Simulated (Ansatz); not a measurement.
**Tl: which structure is lowest?**

These are results of DFT, BLYP, plane waves (420 eV) with PAW, scalar-relativistic in Ansatz, not measurements. (PAW data from PBE, frozen cores regenerated.)

Each structure is relaxed within its own symmetry, so a high-lying one may be dynamically unstable.

| structure | ΔE (meV/atom) | V (Å³/atom) | cell | magnetic state |
| --- | --- | --- | --- | --- |
| hcp | 0 | 35.61 | a = 3.778 Å, c = 5.761 Å (c/a = 1.525) | spin not included |
| bcc | 6 | 35.55 | a = 4.143 Å | spin not included |
| omega (AlB2-type) | 11 | 35.92 | a = 5.885 Å, c = 3.592 Å (c/a = 0.610) | spin not included |
| dhcp | 22 | 35.37 | a = 3.724 Å, c = 11.782 Å (c/a = 3.164) | spin not included |
| fcc | 25 | 35.40 | a = 5.212 Å | spin not included |
| A15 | 30 | 35.78 | a = 6.590 Å | spin not included |
| simple cubic | 72 | 38.65 | a = 3.381 Å | spin not included |
| diamond | 220 | 50.76 | a = 7.405 Å | spin not included |

ΔE counts from hcp.

Differences under about 8 meV lie within the error of the k-point mesh.

This functional, with no dispersion term, lets the cell expand far past the measured one (hcp).
